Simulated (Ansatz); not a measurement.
# Co in Ansatz: further runs, part 2 of 2

Ansatz 0.2.0. Earlier steps stand in the parts before.

## (4) Single point, PBE, collinear spin, ferromagnetic start (the (1 0 0) slab of Co, cut from the database cell, not relaxed)

input.yaml

```yaml
crystal:
  lattice:
    - [2.539503294, 0.0, 0.0]
    - [0.0, 2.539503294, 0.0]
    - [0.0, 0.0, 25.7742]
  atoms:
    - { symbol: Co, position: [0.5, 0.5, 0.2909886631], spin: 2.0 }
    - { symbol: Co, position: [0.0, 0.0, 0.3606591087], spin: 2.0 }
    - { symbol: Co, position: [0.5, 0.5, 0.4303295544], spin: 2.0 }
    - { symbol: Co, position: [0.0, 0.0, 0.5], spin: 2.0 }
    - { symbol: Co, position: [0.5, 0.5, 0.5696704456], spin: 2.0 }
    - { symbol: Co, position: [0.0, 0.0, 0.6393408913], spin: 2.0 }
    - { symbol: Co, position: [0.5, 0.5, 0.7090113369], spin: 2.0 }
hamiltonian:
  xc: pbe
  pseudopotentials: { kind: nc, accuracy: stringent }
magnetization:
  spin_polarized: true
kpoints:
  mp_grid: { grid: [10, 10, 1] }
scf:
  occupations: { method: fermi_dirac, width: 0.05 }
output:
  forces: true
  eigenvalues: true
efield:
  axis: 3
  dipole_correction: true
  ramp_width: 0.04
```

Potentials or basis: PseudoDojo stringent (PBE files).

Started as:

```
$ ansatz run input.yaml --threads 4 --pin off --max-ram 11264MiB --backend cpu --events-out ev --progress --plain --runs-dir out
```

The program printed:

```text
Warning: RAYON_NUM_THREADS=4 ignored (pool sized by the plan → 4); use --threads N
[... 100 lines left out ...]
  k-point 1 ↑: bands = ["-89.7565", "-89.7528", "-89.7331", "-89.7277", "-89.6995", "-89.6785", "-89.6785", "-53.1284", "-53.1151", "-53.0767", "-53.0284", "-53.0167", "-53.0066", "-53.0031", "-52.9973", "-52.9973", "-52.9647", "-52.9610", "-52.9564", "-52.9534", "-52.9500", "-52.9195", "-52.9183", "-52.9146", "-52.9064", "-52.9014", "-52.8957", "-52.8953", "-1.8984", "-1.2827", "-0.3197", "0.7553", "1.4414", "1.5367", "1.5926", "2.0578", "2.2489", "2.5530", "2.8866", "3.2172", "3.4642", "3.6556", "3.6802", "3.7861", "3.7948", "3.8080", "3.9372", "4.0323", "4.1292", "4.1786", "4.2057", "4.4307", "4.4505", "4.5400", "4.5745", "4.6013", "4.7107", "4.7498", "4.7778", "4.8287", "4.9524", "5.0556", "5.1314", "5.1487", "5.2489", "5.3238", "5.4337", "5.5829", "6.3438", "7.6300", "8.7561", "10.9410", "11.3236", "12.3623", "13.8416", "15.1355", "17.0731", "17.2258", "18.7246", "19.3661"]
  k-point 2 ↑: bands = ["-89.7501", "-89.7472", "-89.7297", "-89.7257", "-89.6983", "-89.6759", "-89.6759", "-53.1129", "-53.1129", "-53.0982", "-53.0614", "-53.0367", "-53.0351", "-53.0050", "-52.9985", "-52.9971", "-52.9910", "-52.9597", "-52.9574", "-52.9571", "-52.9520", "-52.9458", "-52.9407", "-52.9184", "-52.9157", "-52.9135", "-52.8952", "-52.8950", "-1.1822", "-0.6085", "0.2723", "1.2197", "1.7895", "1.9037", "1.9506", "2.2974", "2.4722", "2.7694", "3.0837", "3.3174", "3.4130", "3.5734", "3.6225", "3.7224", "3.7444", "3.8325", "3.8754", "3.9042", "3.9773", "4.0197", "4.1079", "4.2035", "4.2752", "4.3992", "4.4304", "4.5170", "4.5451", "4.5998", "4.6526", "4.6840", "4.8403", "4.9343", "5.0496", "5.1665", "5.3397", "5.4648", "5.5112", "5.9427", "7.2847", "8.7337", "10.0451", "11.6441", "12.0929", "13.0315", "14.5404", "15.1529", "15.8522", "16.0103", "17.0701", "17.6880"]
  k-point 20 ↓: bands = ["-87.7727", "-87.7727", "-87.7682", "-87.7682", "-87.7556", "-87.5965", "-87.5965", "-51.1644", "-51.1644", "-51.1425", "-51.1425", "-51.0986", "-51.0986", "-51.0657", "-51.0657", "-51.0323", "-51.0323", "-51.0270", "-51.0270", "-51.0120", "-51.0091", "-51.0081", "-50.9178", "-50.9178", "-50.9177", "-50.9177", "-50.8476", "-50.8476", "2.7055", "2.7359", "3.0197", "3.1400", "3.3516", "3.3516", "3.3964", "3.5954", "3.5954", "3.7964", "3.8908", "4.0225", "4.0225", "4.6252", "4.6252", "5.3849", "5.3849", "6.2890", "6.2890", "6.6596", "6.7886", "6.9321", "7.1697", "7.2175", "7.2175", "7.2432", "7.4379", "7.4517", "7.6101", "7.6108", "7.6174", "7.6174", "7.6450", "7.6539", "7.6539", "9.2479", "9.2479", "10.5822", "10.5822", "12.1662", "12.1662", "13.8864", "13.8864", "15.7029", "15.7029", "16.1555", "16.1573", "16.2596", "16.2991", "16.4323", "16.6994", "16.8275"]
```

Wall time 100 s (4 threads of Intel Xeon Platinum 8488C (Sapphire Rapids), shared host); peak memory 2.8 GiB.

What came out:

| Property | Result |
| --- | --- |
| Free energy | -29335.3590 eV |
| Largest force | 0.738 eV/Å |
| Band gap on the k mesh | none (metal or under the smearing width) |
| Net moment | 12.39 μB per cell |
| Absolute moment | 13.53 μB per cell |
| Site moments | Co +1.95, +1.79, +1.80, +1.78 μB |
| Work function of the upper face | 4.59 eV |
| Work function of the lower face | 4.59 eV |
| Dipole across the slab | 0.000 e·Å |

Forces on the atoms (eV/Å):
```
Co   0.000  0.000  0.738
Co   0.000  0.000 -0.321
Co   0.000  0.000  0.036
Co   0.000  0.000  0.000
Co   0.000  0.000 -0.036
Co   0.000  0.000  0.321
Co   0.000  0.000 -0.738
```

Caveat: the cell was measured hot, at 1300 K.

## (5) Single point, PBE, collinear spin, ferromagnetic start (the (1 0 0) slab of Co, cut from the database cell, not relaxed)

Changes to input.yaml since step 4:

```diff
@@ -15,3 +15,3 @@
   xc: pbe
-  pseudopotentials: { kind: nc, accuracy: stringent }
+  pseudopotentials: { kind: paw, source: ansatz }
 magnetization:
```

Potentials or basis: Ansatz PAW earlier set.

Started as:

```
$ ansatz run input.yaml --threads 4 --pin off --max-ram 11264MiB --backend cpu --events-out ev --progress --plain --runs-dir out
```

Wall time 33 s (4 threads of Intel Xeon Platinum 8488C (Sapphire Rapids), shared host); peak memory 2 GiB.

It converged, with:

```
Free energy                     : -35881.8390 eV
Largest force                   : 0.744 eV/Å
Band gap on the k mesh          : none (metal or under the smearing width)
Net moment                      : 12.39 μB per cell
Absolute moment                 : 13.48 μB per cell
Site moments                    : Co +1.95, +1.79, +1.78 μB
Work function of the upper face : 4.58 eV
Work function of the lower face : 4.58 eV
Dipole across the slab          : 0.000 e·Å
```

Forces on the atoms (eV/Å):
```
Co   0.000  0.000  0.744
Co   0.000  0.000 -0.328
Co   0.000  0.000  0.041
Co   0.000  0.000  0.000
Co   0.000  0.000 -0.041
Co   0.000  0.000  0.328
Co   0.000  0.000 -0.744
```

Levels at points of the mesh, in eV from the Fermi level:
Spin up:
```
             k point  band 62  band 63  band 64  band 65  band 66  band 67  band 68  band 69  band 70  band 71
  (0.00, 0.00, 0.00)    -1.33    -1.22    -1.11    -1.01    -1.01    -0.77    -0.77    -0.68     0.65     1.71
 (0.00, -0.50, 0.00)    -1.02    -0.99    -0.10     0.06     0.43     0.48     0.68     0.69     0.75     4.02
(-0.50, -0.50, 0.00)    -0.52    -0.52     2.71     2.71     3.84     3.84     5.35     5.35     7.06     7.06
```
Spin down:
| k point | band 50 | band 51 | band 52 | band 53 | band 54 | band 55 | band 56 | band 57 | band 58 | band 59 |
| --- | --- | --- | --- | --- | --- | --- | --- | --- | --- | --- |
| (0.00, 0.00, 0.00) | -0.45 | -0.24 | -0.06 | -0.02 | -0.02 | 0.14 | 0.26 | 0.37 | 0.43 | 0.43 |
| (0.00, -0.50, 0.00) | -0.75 | -0.71 | -0.44 | -0.27 | -0.26 | -0.02 | 0.01 | 0.21 | 0.49 | 0.53 |
| (-0.50, -0.50, 0.00) | 0.57 | 0.79 | 0.80 | 0.80 | 0.88 | 1.06 | 1.08 | 1.20 | 1.20 | 1.20 |

Caveat: the cell was measured hot, at 1300 K.

## (6) Overview

| potentials or basis | cutoff (eV) | gap on the mesh (eV) | moment (μB) | largest force (eV/Å) | work function (eV) |
| --- | --- | --- | --- | --- | --- |
| SPMS NC | 844 | none | 12.35 | 0.73 | 4.58 |
| PseudoDojo standard (PBE files) | 1306 | none | 12.41 | 0.73 | 4.59 |
| PseudoDojo stringent (PBE files) | 1415 | none | 12.39 | 0.74 | 4.59 |
| Ansatz PAW earlier set | 900 | none | 12.39 | 0.74 | 4.58 |

Alike in all rows: task single point; level PBE; spin collinear, ferromagnetic start; cell the (1 0 0) slab of Co, cut from the database cell, not relaxed; k mesh 10 × 10 × 1; smearing fermi-dirac 0.05 eV.

Caveats: the cell was measured hot, at 1300 K.

Total energies depend on the potentials used, so only differences within one code and one set of settings carry meaning.
